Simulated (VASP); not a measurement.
A run of VASP 6.6.1 is set up as follows.

Contents of INCAR:

```
SYSTEM = Nb
ALGO = Normal ; EDIFF = 1E-6
ENCUT = 520 ; GGA = PE
ISIF = 2 ; ISMEAR = 0
LASPH = .TRUE. ; LCHARG = .TRUE.
LELF = .TRUE. ; LREAL = .FALSE.
LVHAR = .TRUE. ; LWAVE = .FALSE.
NBANDS = 12 ; NELM = 100
PREC = Accurate ; SIGMA = 0.05
```

File KPOINTS:

```
k-points
0
G
  8 8 8
  0 0 0
```

POSCAR

```
Nb
1.0
    0.0000000000      2.0788697323      2.0788697323
    2.0788697323      0.0000000000      2.0788697323
    2.0788697323      2.0788697323      0.0000000000
Nb
1
Direct
    0.0000000000      0.0000000000      0.0000000000
```

Potentials or basis: VASP PAW PBE potentials, release 64 (Nb_sv).

Run with:

```bash
$ cat potpaw_PBE.64/Nb_sv/POTCAR > POTCAR
$ mpirun -np 1 vasp_std > vasp.out
```

Task: What does it give for the band gap on the k mesh?

Result: None (metal or under the smearing width).

Task: What does it give for the pressure?

Result: 6.8 GPa.
